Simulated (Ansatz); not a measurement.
# Si2W: the cost of one run

Program: Ansatz 0.2.0. Level of theory: DFT PBEsol, scalar-relativistic, plane waves, PAW. These are calculated values, not measurements.

3 further runs of the same task are left out: 1 that didn't finish, 2 set aside as unsound or not needed.

## Step 1: The starting structure

Symmetry: I4/mmm, No. 139, tetragonal system. Conventional cell: a = 3.202 Å, b = 3.202 Å, c = 7.816 Å, α = 90.00°, β = 90.00°, γ = 90.00°. Around Si (site symmetry 4mm) lie 5 Si at 2.59 to 2.62 Å and 5 W at 2.61 Å. W (site symmetry 4/mmm) is surrounded by 10 Si at 2.61 Å.

As a file:

```cif
data_structure
_symmetry_space_group_name_H-M 'I4/mmm'
_symmetry_Int_Tables_number 139
_cell_length_a 3.2025
_cell_length_b 3.2025
_cell_length_c 7.8157
_cell_angle_alpha 90.000
_cell_angle_beta 90.000
_cell_angle_gamma 90.000
_cell_volume 80.16
loop_
_atom_site_label
_atom_site_type_symbol
_atom_site_symmetry_multiplicity
_atom_site_Wyckoff_symbol
_atom_site_fract_x
_atom_site_fract_y
_atom_site_fract_z
_atom_site_occupancy
Si1 Si 4 e 0.50000 0.50000 0.83450 1
W1 W 2 a 0.00000 0.00000 0.00000 1
```

It is built from the cell relaxed beforehand with the same method (13.36 Å³/atom).

## Step 2: The reference: the undisturbed cell on the scan's mesh

The input, input.yaml:

```yaml
crystal:
  lattice:
    - [-1.6012497819, 1.6012497819, -3.9078662618]
    - [-3.2024995638, 0.0, 0.0]
    - [-1.6012497819, 11.2087484731, 3.9078662618]
  atoms:
    - { symbol: Si, position: [0.4146268468, 0.2508742085, 0.0836247362] }
    - { symbol: Si, position: [0.6646268468, 0.0008742085, 0.3336247362] }
    - { symbol: Si, position: [0.9146268468, 0.7508742085, 0.5836247362] }
    - { symbol: Si, position: [0.1646268468, 0.5008742085, 0.8336247362] }
    - { symbol: Si, position: [0.8353731532, 0.4991257915, 0.1663752638] }
    - { symbol: Si, position: [0.0853731532, 0.2491257915, 0.4163752638] }
    - { symbol: Si, position: [0.3353731532, 0.9991257915, 0.6663752638] }
    - { symbol: Si, position: [0.5853731532, 0.7491257915, 0.9163752638] }
    - { symbol: W, position: [0.0, 0.0, 0.0] }
    - { symbol: W, position: [0.25, 0.75, 0.25] }
    - { symbol: W, position: [0.5, 0.5, 0.5] }
    - { symbol: W, position: [0.75, 0.25, 0.75] }
basis:
  ecutwfc: 420
kpoints:
  mp_grid: { grid: [11, 16, 4] }
hamiltonian:
  xc: pbesol
scf:
  occupations: { method: gaussian, width: 0.15 }
output:
  forces: true
  stress: true
  eigenvalues: true
```

On the command line:

```bash
> ansatz run input.yaml --threads 2 --pin off --max-ram 5120MiB --backend cpu --events-out ev --progress --plain --runs-dir out
```

What time and memory should one allow on 2 threads of Arm Neoverse V2, shared host?

About 86 s, with a peak of 2 GiB.
